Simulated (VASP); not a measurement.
# CaSe (Fm-3m) in VASP: notebook

One crystal, CaSe, is run at these levels: PBE, r2SCAN+rVV10; tasks: single point, electron localisation function.

All numbers are computed with VASP 6.6.1; they aren't measurements. Logs are shortened: lines on timing, memory, paths and dates and some standing lists are left out, and cuts for length are marked.

**Experimental background.**

From a printed reference work, monograph, original work of 1988, for a bulk crystal of CaSe at 2 K: band gap 3.85 eV (indirect).

How close the calculation comes is told below.

## Step 1: Starting point

It takes space group Fm-3m (No. 225, cubic). The conventional cell has a = 5.912 Å, b = 5.912 Å, c = 5.912 Å, α = 90.00°, β = 90.00°, γ = 90.00°. Around Se (site symmetry m-3m) lie 6 Ca at 2.96 Å. Ca (site symmetry m-3m) is surrounded by 6 Se at 2.96 Å.

## Step 2: Single point, PBE

run.py

```python
from ase.calculators.vasp import Vasp
from ase.dft.bandgap import bandgap
from ase.io import read

atoms = read('CaSe.cif')
calc = Vasp(
    directory='calc',
    xc='pbe',
    pp='PBE',
    setups='recommended',
    pp_version='54',
    prec='Accurate',
    encut=520,
    ediff=1e-06,
    ismear=0,
    sigma=0.1,
    lreal=False,
    lasph=True,
    nelm=80,
    algo='Fast',
    isif=2,
    lwave=False,
    lcharg=False,
    kpts=[8, 8, 8],
    gamma=True,
    nbands=15,
)
atoms.calc = calc

print('energy (eV):', atoms.get_potential_energy())
print('free energy (eV):', atoms.get_potential_energy(force_consistent=True))
print('forces (eV/A):')
print(atoms.get_forces())
print('stress (eV/A^3, Voigt):', atoms.get_stress())
print('Fermi level (eV):', calc.get_fermi_level())
gap, top, bottom = bandgap(calc)
print('band gap (eV):', gap, 'from (spin, k, band)', top, 'to', bottom)
```

CaSe.cif

```cif
data_CaSe
_cell_length_a 4.18041529
_cell_length_b 4.18041529
_cell_length_c 4.18041529
_cell_angle_alpha 60.00000000
_cell_angle_beta 60.00000000
_cell_angle_gamma 60.00000000
_space_group_name_H-M_alt 'P1'
_space_group_name_Hall 'P 1'
_space_group_IT_number 1
loop_
_space_group_symop_operation_xyz
'x,y,z'
loop_
_atom_site_label
_atom_site_type_symbol
_atom_site_symmetry_multiplicity
_atom_site_Wyckoff_symbol
_atom_site_fract_x
_atom_site_fract_y
_atom_site_fract_z
_atom_site_occupancy
Se1 Se 1 a 0.5000000000 0.5000000000 0.5000000000 1
Ca1 Ca 1 a 0.0000000000 0.0000000000 0.0000000000 1
```

Potentials or basis: VASP PAW PBE potentials, release 54 (Se, Ca_sv).

On the command line:

```console
> python run.py
```

Log:

```text
energy (eV): -9.47998002
free energy (eV): -9.47998002
forces (eV/A):
[[-0.  0.  0.]
 [ 0. -0.  0.]]
stress (eV/A^3, Voigt): [-0.00831254 -0.00831254 -0.00831254 -0.         -0.         -0.        ]
Fermi level (eV): 3.03146519
band gap (eV): 2.0194 from (spin, k, band) (0, np.int64(0), np.int64(7)) to (0, np.int64(20), np.int64(8))
```

OUTCAR:

```text
ENCUT = 520.000000
   EDIFF = 1.00e-06
   GGA = PE
   PREC = Accurate
   ISIF = 2
   ISMEAR = 0
   NELM = 80
   LASPH = .TRUE.
   LREAL = .FALSE.

 ion  position               nearest neighbor table
   1  0.500  0.500  0.500-   2 2.96   2 2.96   2 2.96   2 2.96   2 2.96   2 2.96
   2  0.000  0.000  0.000-   1 2.96   1 2.96   1 2.96   1 2.96   1 2.96   1 2.96

  LATTYP: Found a face centered cubic cell.
 ALAT       =     5.9119999995

  Lattice vectors:

 A1 = (   4.1804152900,   0.0000000000,   0.0000000000)
 A2 = (   2.0902076450,   3.6203458395,   0.0000000000)
 A3 = (   2.0902076450,   1.2067819465,   3.4132947911)

Analysis of symmetry for initial positions (statically):
=====================================================================
 Subroutine PRICEL returns:
 Original cell was already a primitive cell.

 Routine SETGRP: Setting up the symmetry group for a
 face centered cubic supercell.

 Subroutine GETGRP returns: Found 48 space group operations
 (whereof 48 operations were pure point group operations)
 out of a pool of 48 trial point group operations.

The static configuration has the point symmetry O_h .

Analysis of symmetry for dynamics (positions and initial velocities):
=====================================================================
 Subroutine PRICEL returns:
 Original cell was already a primitive cell.

 Routine SETGRP: Setting up the symmetry group for a
 face centered cubic supercell.

 Subroutine GETGRP returns: Found 48 space group operations
 (whereof 48 operations were pure point group operations)
 out of a pool of 48 trial point group operations.

The dynamic configuration has the point symmetry O_h .

 Subroutine INISYM returns: Found 48 space group operations
 (whereof 48 operations are pure point group operations),
 and found     1 'primitive' translations

----------------------------------------------------------------------------------------

                                     Primitive cell

  volume of cell :      51.6587

  direct lattice vectors                    reciprocal lattice vectors
     4.180415290  0.000000000  0.000000000     0.239210684 -0.138108353 -0.097657353
     2.090207645  3.620345840  0.000000000     0.000000000  0.276216705 -0.097657353
     2.090207645  1.206781947  3.413294791     0.000000000  0.000000000  0.292972058

  length of vectors
     4.180415290  4.180415290  4.180415290     0.292972058  0.292972058  0.292972058

  position of ions in fractional coordinates (direct lattice)
     0.500000000  0.500000000  0.500000000
     0.000000000  0.000000000  0.000000000

  ion indices of the primitive-cell ions
   primitive index   ion index
                 1           1
                 2           2

----------------------------------------------------------------------------------------

 KPOINTS: KPOINTS created by Atomic Simulation Env

Automatic generation of k-mesh.
 Grid dimensions read from file:
 generate k-points for:    8    8    8

 Generating k-lattice:

  Cartesian coordinates                     Fractional coordinates (reciprocal lattice)
     0.029901335 -0.017263544 -0.012207169     0.125000000  0.000000000  0.000000000
     0.000000000  0.034527088 -0.012207169     0.000000000  0.125000000  0.000000000
     0.000000000  0.000000000  0.036621507     0.000000000  0.000000000  0.125000000

  Length of vectors
     0.036621507  0.036621507  0.036621507

  Shift w.r.t. Gamma in fractional coordinates (k-lattice)
     0.000000000  0.000000000  0.000000000

 Subroutine IBZKPT returns following result:
 ===========================================

 Found     29 irreducible k-points:

 Following reciprocal coordinates:
            Coordinates               Weight
  0.000000  0.000000  0.000000      1.000000
  0.125000  0.000000  0.000000      8.000000
  0.250000  0.000000  0.000000      8.000000
  0.375000  0.000000 -0.000000      8.000000
  0.500000  0.000000  0.000000      4.000000
  0.125000  0.125000  0.000000      6.000000
[... 16 lines left out ...]
  0.500000  0.250000  0.125000     48.000000
 -0.375000  0.250000  0.125000     24.000000
 [... further k-points ...]
   k-points           NKPTS =     29   k-points in BZ     NKDIM =     29   number of bands    NBANDS=     15
   number of dos      NEDOS =    301   number of ions     NIONS =      2
   total plane-waves  NPLWV =  32768
   dimension x,y,z NGX =    32 NGY =   32 NGZ =   32
   dimension x,y,z NGXF=    64 NGYF=   64 NGZF=   64
   ions per type =               1   1
   NGX,Y,Z   is equivalent  to a cutoff of  12.73, 12.73, 12.73 a.u.
   NGXF,Y,Z  is equivalent  to a cutoff of  25.45, 25.45, 25.45 a.u.
 SYSTEM =  unknown system
   PREC   = accura    normal or accurate (medium, high low for compatibility)
   ISTART =      0    job   : 0-new  1-cont  2-samecut
   ICHARG =      2    charge: 1-file 2-atom 10-const
   ISPIN  =      1    spin polarized calculation?
   LNONCOLLINEAR =      F non collinear calculations
   LSORBIT =      F    spin-orbit coupling
   LASPH  =      T    aspherical Exc in radial PAW
   ENCUT  =  520.0 eV  38.22 Ry    6.18 a.u.   7.77  7.77  7.77*2*pi/ulx,y,z
   NELM   =     80;   NELMIN=  2; NELMDL= -5     # of ELM steps
   EDIFF  = 0.1E-05   stopping-criterion for ELM
   LREAL  =      F    real-space projection
   EDIFFG = 0.1E-04   stopping-criterion for IOM
   NSW    =      0    number of steps for IOM
   IBRION =     -1    ionic relax: 0-MD 1-quasi-New 2-CG
   NFREE  =      0    steps in history (QN), initial steepest desc. (CG)
   ISIF   =      2    stress and relaxation
   ISYM   =      2    0-nonsym 1-usesym 2-fastsym
   POTIM  = 0.5000    time-step for ionic-motion
   TEBEG  =    0.0;   TEEND  =   0.0 temperature during run
   PSTRESS=    0.0 pullay stress
   NELECT =      16.0000    total number of electrons
   NUPDOWN=      -1.0000    fix difference up-down
   EMIN   =  10.00;   EMAX   =-10.00  energy-range for DOS
   EFERMI =   0.00;   METHOD = LEGACY
   ISMEAR =     0;   SIGMA  =   0.10  broadening in eV -4-tet -1-fermi 0-gaus
   EFERMI_NEDOS =   21; number of points for ismear=-14 and -15
   IALGO  =     68    algorithm
   IMIX   =      4    mixing-type and parameters
     AMIX     =   0.40;   BMIX     =  1.00
     AMIX_MAG =   1.60;   BMIX_MAG =  1.00
  volume/ion in A,a.u.               =      25.83       174.30
  Fermi-wavevector in a.u.,A,eV,Ry     =   1.107645  2.093145 16.692666  1.226876
  Thomas-Fermi vector in A             =   2.244161
   LORBIT       =      0    0 simple, 1 ext, 2 COOP (PROOUT), +10 PAW based schemes
   GGA     = PE    functional components
   LHFCALC =     F    Hartree Fock is set to
   AEXX    =    0.0000 exact exchange contribution
   IVDW    =     0    specifies the selected vdW correction
   LEPSILON=     F    determine dielectric tensor
   LRPA    =     F    only Hartree local field effects (RPA)
 non-spin polarized calculation
 RMM-DIIS sequential band-by-band and
 Gauss-broadening in eV      SIGMA  =   0.10
  energy-cutoff  :      520.00
  volume of cell :       51.66
 maximum number of plane-waves:      1411
   NGX = 15   NGY = 15   NGZ = 15

 number of electron      15.9999998 magnetization

 Free energy of the ion-electron system (eV)
  ---------------------------------------------------
  ext. energy  EPLUGINS =         0.00000000
  ---------------------------------------------------
  free energy    TOTEN  =        -9.47998002 eV

  energy without entropy =       -9.47998002  energy(sigma->0) =       -9.47998002

 E-fermi :   3.0315     XC(G=0):  -9.1623

 val. band max:        2.4584249546   @ k =   0.0000   0.0000   0.0000
 cond. band min:       4.4778099811   @ k =   0.5000   0.5000   0.0000
 fundamental gap:      2.0193850265
 Fermi energy:         3.0314651892

 k-point     1 :       0.0000    0.0000    0.0000
  band No.  band energies     occupation
      1     -37.2865      2.00000
      2     -18.2807      2.00000
      3     -18.2807      2.00000
      4     -18.2807      2.00000
      5      -9.3462      2.00000
      6       2.4584      2.00000
      7       2.4584      2.00000
      8       2.4584      2.00000
      9       5.8087      0.00000
     10       6.1637      0.00000
     11       6.1637      0.00000
     12       6.1637      0.00000
     13       6.7342      0.00000
     14       6.7342      0.00000
     15      12.1745      0.00000

 k-point     2 :       0.1250    0.0000    0.0000
  band No.  band energies     occupation
      1     -37.2855      2.00000
      2     -18.2980      2.00000
      3     -18.2819      2.00000
      4     -18.2819      2.00000
      5      -9.2529      2.00000
      6       1.6904      2.00000
      7       2.2175      2.00000
      8       2.2175      2.00000
      9       6.0707      0.00000
     10       6.3761      0.00000
     11       6.3761      0.00000
     12       6.7853      0.00000
     13       7.1416      0.00000
     14       7.1416      0.00000
     15      12.3438      0.00000
[... 365 lines left out ...]
      3     -18.3120      2.00000
      4     -18.2945      2.00000
      5      -8.7307      2.00000
      6      -0.2360      2.00000
      7       1.0204      2.00000
      8       1.3078      2.00000
      9       6.3448      0.00000
     10       7.6706      0.00000
     11       7.9711      0.00000
     12       8.1291      0.00000
     13       8.6046      0.00000
     14      10.2126      0.00000
     15      10.5292      0.00000

 k-point    24 :      -0.3750    0.2500    0.1250
  band No.  band energies     occupation
      1     -37.2785      2.00000
      2     -18.3744      2.00000
      3     -18.3138      2.00000
      4     -18.2977      2.00000
      5      -8.6599      2.00000
      6      -0.3771      2.00000
      7       0.8263      2.00000
      8       1.2174      2.00000
      9       6.9365      0.00000
     10       7.2206      0.00000
     11       8.1870      0.00000
     12       8.4701      0.00000
     13       8.8119      0.00000
     14       9.6982      0.00000
     15      11.0851      0.00000

 [... further k-points ...]
[... 5 lines left out ...]
  --------------------------------------------------------------------------------------
  -------------------------------------------------------------------------------------
  Total        0.4294148      0.4294148      0.4294148      0.0000000      0.0000000      0.0000000
  in kB       13.3181614     13.3181614     13.3181614      0.0000000      0.0000000      0.0000000
  external PRESSURE =      13.3181614 kB  Pullay stress =       0.0000000 kB

 VOLUME and BASIS-vectors are now :
 -----------------------------------------------------------------------------
  energy-cutoff  :      520.00
  volume of cell :       51.66
      direct lattice vectors                 reciprocal lattice vectors
     4.180415290  0.000000000  0.000000000     0.239210684 -0.138108353 -0.097657353
     2.090207645  3.620345840  0.000000000     0.000000000  0.276216705 -0.097657353
     2.090207645  1.206781947  3.413294791     0.000000000  0.000000000  0.292972058

 POSITION                                       TOTAL-FORCE (eV/Angst)
 -----------------------------------------------------------------------------------
      4.18042      2.41356      1.70665        -0.000000      0.000000      0.000000
      0.00000      0.00000      0.00000         0.000000     -0.000000      0.000000
 -----------------------------------------------------------------------------------
    total drift:                               -0.000000      0.000000      0.000000

  FREE ENERGIE OF THE ION-ELECTRON SYSTEM (eV)
  ---------------------------------------------------
  free  energy   TOTEN  =        -9.4799800209 eV

  energy  without entropy=       -9.4799800209  energy(sigma->0) =       -9.47998002
```

INCAR:

```text
ENCUT = 520.000000
SIGMA = 0.100000
EDIFF = 1.00e-06
ALGO = Fast
GGA = PE
PREC = Accurate
ISIF = 2
ISMEAR = 0
NBANDS = 15
NELM = 80
LASPH = .TRUE.
LCHARG = .FALSE.
LWAVE = .FALSE.
LREAL = .FALSE.
```

Wall time 30 s (1 thread of Intel Xeon Platinum 8259CL at 2.50GHz (Skylake/Cascade Lake), shared host); peak memory 0.18 GiB.

What came out:

* Free energy: -9.4800 eV
* Pressure: 1.3 GPa
* Band gap on the k mesh: 2.02 eV, indirect (least direct gap 2.96 eV)

## Step 3: Electron localisation function, r2SCAN+rVV10 (volume scaled by 1.25)

INCAR

```
ALGO     = Normal         # electronic algorithm
BPARAM   = 11.95        
CPARAM   = 0.0093       
EDIFF    = 1E-7           # SCF threshold, eV
ENCUT    = 520            # plane-wave cutoff, eV
ISIF     = 2              # what is computed and relaxed
ISMEAR   = -1             # smearing method
IVDW_NL  = 2            
LASPH    = True           # aspherical terms in the spheres
LCHARG   = True           # write CHGCAR
LELF     = True           # ELF
LMIXTAU  = True         
LREAL    = False          # projectors in reciprocal space
LUSE_VDW = True         
LWAVE    = False          # write WAVECAR
METAGGA  = R2SCAN         # meta-GGA
NELM     = 100            # most SCF steps
PREC     = Accurate       # precision mode
SIGMA    = 0.02           # smearing width, eV
```

KPOINTS

```
k-points
0
Gamma
  8 8 8
```

POSCAR

```
CaSe
1.0
    0.0000000000      3.1842544719      3.1842544719
    3.1842544719      0.0000000000      3.1842544719
    3.1842544719      3.1842544719      0.0000000000
Se Ca
1 1
Direct
    0.5000000000      0.5000000000      0.5000000000
    0.0000000000      0.0000000000      0.0000000000
```

Potentials or basis: VASP PAW PBE potentials, release 64 (Se, Ca_sv).

On the command line:

```console
> cat potpaw_PBE.64/Se/POTCAR potpaw_PBE.64/Ca_sv/POTCAR > POTCAR
> mpirun -np 1 vasp_std > vasp.out
```

Run time: 4.2 min. Hardware: 1 thread of Intel Xeon Platinum 8259CL at 2.50GHz (Skylake/Cascade Lake), shared host; peak memory 0.4 GiB.

It converged, with:

| Quantity | Value |
| --- | --- |
| Free energy | -25.2145 eV |
| Pressure | -7.5 GPa |
| Band gap on the k mesh | 2.83 eV, indirect (least direct gap 2.93 eV) |

Levels at points of the mesh, in eV from the valence-band top:
| k point | band 6 | band 7 | band 8 | band 9 | band 10 | band 11 |
| --- | --- | --- | --- | --- | --- | --- |
| (0.00, 0.00, 0.00) | 0.00 | 0.00 | 0.00 | 2.93 | 4.16 | 4.16 |
| (0.50, 0.00, 0.00) | -2.55 | -0.80 | -0.80 | 4.62 | 5.41 | 5.48 |
| (0.50, 0.50, 0.00) | -2.02 | -0.75 | -0.75 | 2.83 | 4.79 | 5.16 |

Caveat: the PAW data sets were made with another functional, which shifts forces and pressure a little. A k mesh can miss the band edges.

## Step 4: Against experiment

Step 2. Against the measured gap of CaSe, 3.85 eV (indirect; 2 K; a printed reference work, monograph, original work of 1988), the calculated 2.02 eV is off by -1.83 eV. Spin-orbit coupling on Se is left out. The value is that of PBE on a finite k mesh, which can miss the band edges, without temperature or zero-point motion. Semilocal functionals fall short of measured gaps as a rule.
